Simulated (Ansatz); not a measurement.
## A Na vacancy and a F vacancy, 5.18 Å apart on the ideal sites in rocksalt NaF, 62 atoms, charge 0

All numbers come from Ansatz (PAW, plane waves, no spin–orbit coupling) at the single k point (¼, ¼, ¼) without its symmetry partners. The atoms were relaxed with PBEsol in a fixed cell; other functionals are single points on those atoms unless said otherwise. The valence top and gap of the host come from its small cell on a dense mesh, with the band extrema sought between the mesh points, lined up by the mean potential, PBEsol gap 6.20 eV, HSE06 gap 8.50 eV.

Cell: a = 9.260 Å, b = 9.260 Å, c = 9.260 Å, α = 90.00°, β = 90.00°, γ = 90.00°.

Nearest atoms after relaxation, from the placed atom (for vacancies from the middle of the vacant sites): Na at 1.10 Å, F at 1.11 Å, F at 2.55 Å, F at 2.55 Å, Na at 2.55 Å, Na at 2.55 Å, F at 2.67 Å, Na at 2.68 Å.

Chemical potentials μ are those of reference phases of the elements at zero temperature by the same functional (the usual solids, diamond for C, grey Sn, and the molecules H2, N2, O2, F2, Cl2, Br2 and S8).

| functional | E(defect) − E(host) − Σ nμ + q·E_VBM (eV) | monopole (eV) | alignment (eV) | formation energy at E_F = VBM (eV) | moment (μB) | wall time, shared host |
| --- | --- | --- | --- | --- | --- | --- |
| PBEsol | 7.30 | 0.00 | 0.00 | 7.30 | 0 (no spin) | 28 s on 7 threads of Neoverse-V2 (relaxation) |
| HSE06 | 7.55 | 0.00 | 0.00 | 7.55 | 0 (no spin) | 3.8 min on 7 threads of Neoverse-V2 |

HSE06 one-electron levels near the gap (the ten most localised at most), from the host's valence top:

```tsv
level (eV)	spin	filling	atoms sharing it	element of the atom with most weight
-0.13	both	2.00	8.3	F
-0.11	both	2.00	7.8	F
-0.08	both	2.00	7.5	F
-0.03	both	2.00	7.0	F
-0.02	both	2.00	5.4	F
-0.01	both	2.00	5.8	F
0.01	both	2.00	7.6	F
0.07	both	2.00	7.6	F
0.12	both	2.00	4.5	F
0.20	both	2.00	4.4	F
```

All elements are taken at their own reference at once; growth conditions in equilibrium with the host shift these energies, by up to the host's formation enthalpy.

One k point and a cell of this size can leave errors of several tenths of an eV in such numbers.
